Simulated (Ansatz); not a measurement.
Here is an Ansatz 0.2.0 calculation.

Contents of input:

```
crystal:
  lattice:
    - [2.7036817444, 0.0, 0.0]
    - [0.0, 2.7036817444, 0.0]
    - [0.0, 0.0, 2.7036817444]
  atoms:
    - { symbol: As, position: [0.5, 0.5, 0.5] }
hamiltonian:
  xc: pbe0
  pseudopotentials: { kind: paw }
kpoints:
  mp_grid: { grid: [5, 5, 5] }
scf:
  occupations: { method: fermi_dirac, width: 0.05 }
output:
  forces: true
  stress: true
  eigenvalues: true
relax:
  f_tol: 0.01
  max_steps: 40
  cell: { stress_tol: 0.05 }
```

Task: What does it give for the band gap on the k mesh?

Result: None (metal or under the smearing width).

Final structure:
```
As
1.0
     2.70368    0.00000    0.00000
     0.00000    2.70368    0.00000
     0.00000    0.00000    2.70368
As
1
Direct
  0.50000 0.50000 0.50000
```

Caveat: the k mesh is coarse (spacing up to 0.46 Å⁻¹), so the values aren't converged, least of all with exact exchange.
